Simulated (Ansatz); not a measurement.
Not every guess gives a structure. This one for MgO was tried:

The guess for MgO is a distorted database cell: MgO type (Fm-3m) distorted into a subgroup (Cm, No. 8) (largest shift (Å) 0.69).

```
Mg O
1.0
     2.08961   -2.09388    0.00000
     2.08961    2.09388    0.00000
    -1.98005    0.00000    2.14060
Mg O
1 1
Direct
  0.13952 0.13952 0.32413
  0.36048 0.36048 0.67587
```

Theory: DFT PBE, scalar-relativistic, plane waves, PAW in Ansatz.

Input of a coarse relaxation:

```yaml
crystal:
  lattice:
    - [2.0896101, -2.09387537, 0.0]
    - [2.0896101, 2.09387537, 0.0]
    - [-1.98004599, 0.0, 2.1405959]
  atoms:
    - { symbol: Mg, position: [0.13952307, 0.13952307, 0.32412688] }
    - { symbol: O, position: [0.36047693, 0.36047693, 0.67587312] }
basis:
  ecutwfc: 420
kpoints:
  mp_grid: { grid: [8, 8, 8] }
hamiltonian:
  xc: pbe
scf:
  occupations: { method: gaussian, width: 0.1 }
  lower_state_search: "off"
output:
  forces: true
  stress: true
  eigenvalues: true
relax:
  adjacent_minimum: "off"
  f_tol: 0.04
  max_steps: 70
  cell: { stress_tol: 0.4 }
```

```bash
ansatz run input.yaml --threads 1 --pin off --max-ram 2560MiB --backend cpu --events-out ev --progress --plain --runs-dir out
```

Last lines of the log:

```
k-points: 150 of 512 (time reversal used)
Initial density: superposition of atomic densities (neutral atoms: chi_scale 0, normalization atom), corrected by the library's trained network
Initial wavefunctions: pseudopotential atomic-orbital guess
Functional: x = pbe(κ = 0.804, μ = 0.21951497), c = pbe(β = 0.06672455)
SCF iter   1: F=—  HF=-3207.429937 eV  |F-HF|=—  |Δ(HF+E_count)|=         —  Δρ=2.93e0  dr2=1.35e3  ethr=1.77e-3  ⟨swp⟩=19.3  Hψ=28726  notcnv=0
SCF iter   2: F=—  HF=-2501.019000 eV  |F-HF|=—  |Δ(HF+E_count)|=    7.06e2  Δρ=1.19e0  dr2=1.73e2  ethr=1.77e-3  ⟨swp⟩=11.9  Hψ=18682  notcnv=0  defer=45
SCF iter   3: F=—  HF=-2435.925623 eV  |F-HF|=—  |Δ(HF+E_count)|=    6.51e1  Δρ=4.96e-1  dr2=3.25e1  ethr=1.77e-3  ⟨swp⟩=8.4  Hψ=10784  notcnv=0  defer=16
SCF iter   4: F=—  HF=-2427.023782 eV  |F-HF|=—  |Δ(HF+E_count)|=    8.90e0  Δρ=1.02e-1  dr2=9.18e-1  ethr=1.77e-3  ⟨swp⟩=7.0  Hψ=7604  notcnv=0  defer=3
SCF iter   5: F=—  HF=-2427.970646 eV  |F-HF|=—  |Δ(HF+E_count)|=   9.47e-1  Δρ=3.78e-2  dr2=1.04e-1  ethr=1.77e-3  ⟨swp⟩=5.2  Hψ=5745  notcnv=0  defer=5
SCF iter   6: F=—  HF=-2427.968781 eV  |F-HF|=—  |Δ(HF+E_count)|=   1.87e-3  Δρ=1.42e-2  dr2=1.15e-2  ethr=6.52e-4  ⟨swp⟩=2.8  Hψ=3315  notcnv=0
SCF iter   7: F=—  HF=-2427.971407 eV  |F-HF|=—  |Δ(HF+E_count)|=   2.63e-3  Δρ=3.96e-3  dr2=8.60e-4  ethr=7.20e-5  ⟨swp⟩=2.6  Hψ=3122  notcnv=0
SCF iter   8: F=—  HF=-2427.971473 eV  |F-HF|=—  |Δ(HF+E_count)|=   6.61e-5  Δρ=7.14e-4  dr2=4.11e-5  ethr=5.37e-6  ⟨swp⟩=2.7  Hψ=2891  notcnv=0
SCF iter   9: F=—  HF=-2427.971489 eV  |F-HF|=—  |Δ(HF+E_count)|=   1.63e-5  Δρ=2.77e-4  dr2=5.80e-6  ethr=2.57e-7  ⟨swp⟩=2.1  Hψ=2343  notcnv=0
SCF iter  10: F=—  HF=-2427.971491 eV  |F-HF|=—  |Δ(HF+E_count)|=   1.79e-6  Δρ=3.11e-5  dr2=1.57e-7  ethr=3.63e-8  ⟨swp⟩=2.7  Hψ=2826  notcnv=0
SCF iter  11: F=-2427.971491 eV  HF=-2427.971491 eV  |F-HF|=1.22e-9  |Δ(HF+E_count)|=   1.30e-8  Δρ=5.82e-6  dr2=3.62e-9  ethr=6.25e-10  ⟨swp⟩=9.8  Hψ=15487  notcnv=0
Error: refused after 11 iterations: one_centre_occupation = 3.36e0 (threshold 2.00e0); read on the Mg atom at site 0 (counted from 0), in its partial waves of l = 2. The loop had accepted its state. The figure is how many electrons the atom's PAW partial-wave expansion lays in one spin orbital insid
```

Task: Why is there no result?

Result: The SCF loop converged, but the program refused the state. The PAW expansion on Mg put 3.36 electrons into one spin orbital, where the Pauli principle allows one. The run has most likely filled a ghost state of the dataset, or the PAW spheres overlap too strongly; at the start of this run the shortest distance is 0.79 Å. No property of the compound can be read from it.

Time: 15 s on 1 thread of Intel(R) Xeon(R) Processor @ 2.50GHz (Skylake/Cascade Lake), with other jobs on the host, peak memory 0.32 GiB.
